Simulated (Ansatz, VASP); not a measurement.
One calculation of Ti, two programs

The input INCAR:

```
ALGO = Normal
EDIFF = 1E-8
ENCUT = 520
GGA = PS
ISIF = 2
ISMEAR = -1
LASPH = True
LCHARG = False
LEFG = True
LREAL = False
LWAVE = False
NBANDS = 12
NELM = 100
PREC = Accurate
SIGMA = 0.05
```

File KPOINTS:

```
k-points
0
Gamma
  14 14 14
```

File POSCAR:

```
Ti
1.0
   -1.6245900000      1.6245900000      1.6410000000
    1.6245900000     -1.6245900000      1.6410000000
    1.6245900000      1.6245900000     -1.6410000000
Ti
1
Direct
    0.0000000000      0.0000000000      0.0000000000
```

Input for Ansatz:

```yaml
crystal:
  lattice:
    - [-1.62459, 1.62459, 1.641]
    - [1.62459, -1.62459, 1.641]
    - [1.62459, 1.62459, -1.641]
  atoms:
    - { symbol: Ti, position: [0.0, 0.0, 0.0] }
kpoints:
  mp_grid: { grid: [14, 14, 14] }
scf:
  occupations: { method: fermi_dirac, width: 0.05 }
hamiltonian:
  xc: pbesol
  pseudopotentials: { kind: paw }
output:
  forces: true
  stress: true
  eigenvalues: true
  efg: { contact_densities: true }
  write_density: true
  write_potential: true
  elf: true
  volumetric_format: npy
```

Change from the starting cell: equal xx and yy strain of -1 %, PAW files.

Alike in both runs: task electric field gradients; functional PBEsol; k mesh 14 × 14 × 14; occupations fermi-dirac, width 0.05 eV; no spin polarisation.

|  | VASP | Ansatz |
| --- | --- | --- |
| version | VASP 6.6.1 | Ansatz 0.2.0 |
| potentials or method | VASP PAW PBE potentials, release 64 (Ti_sv) | PAW with Ansatz's default frozen-core files, scalar-relativistic |
| plane-wave cutoff (eV) | 520 | 420 |
| valence electrons in the cell | 12 | 12 |

|  | VASP | Ansatz | Ansatz less VASP |
| --- | --- | --- | --- |
| pressure (GPa) | -5.0 | -4.8 | +0.21 |
| largest component of the traceless stress (GPa) | 0.17 | 0.17 | +0.002 |
| Vzz of the field gradient on the site that differs most (V/Å²) | -0.1 | -0.2 | -0.02 |

With one functional, cell and mesh, what is left measures potentials, basis and numerics.

Caveats: the PAW data sets were made with another functional, which shifts forces and pressure a little (VASP).
